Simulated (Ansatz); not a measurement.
# AlAs: the cost of one run

Method: DFT HSE06, scalar-relativistic, plane waves, PAW, in Ansatz 0.2.0.

**1. The structure to begin with**

The structure is cubic, space group F-43m (No. 216). Conventional cell: a = 5.455 Å, b = 5.455 Å, c = 5.455 Å, α = 90.00°, β = 90.00°, γ = 90.00°. Around Al (site symmetry -43m) lie 4 As at 2.36 Å. Around As (site symmetry -43m) lie 4 Al at 2.36 Å.

Coordinates:

```
CELL_PARAMETERS angstrom
0.00000 2.72763 2.72763
2.72763 0.00000 2.72763
2.72763 2.72763 0.00000
ATOMIC_POSITIONS crystal
Al 0.00000 0.00000 0.00000
As 0.25000 0.25000 0.25000
```

This is a trial structure built by rule; it need not be a known or stable form of this composition.

This is a trial structure, the zincblende prototype, and another one may lie lower.

**2. Coarse point 1 of the search for the rest volume**

input.yaml

```yaml
crystal:
  lattice:
    - [0.0, 2.7276336118, 2.7276336118]
    - [2.7276336118, 0.0, 2.7276336118]
    - [2.7276336118, 2.7276336118, 0.0]
  atoms:
    - { symbol: Al, position: [0.0, 0.0, 0.0] }
    - { symbol: As, position: [0.25, 0.25, 0.25] }
basis:
  ecutwfc: 420
kpoints:
  mp_grid: { grid: [6, 6, 6] }
hamiltonian:
  xc: hse06
scf:
  occupations: { method: gaussian, width: 0.05 }
output:
  forces: true
  stress: true
  eigenvalues: true
```

Started as:

```console
$ ansatz run input.yaml --threads 4 --pin off --max-ram 12288MiB --backend cpu --events-out ev --progress --plain --runs-dir out
```

What time and memory should one allow on 4 threads of AMD EPYC 9R45 (Zen 5), shared host?

About 5.1 s, with a peak of 1.2 GiB.
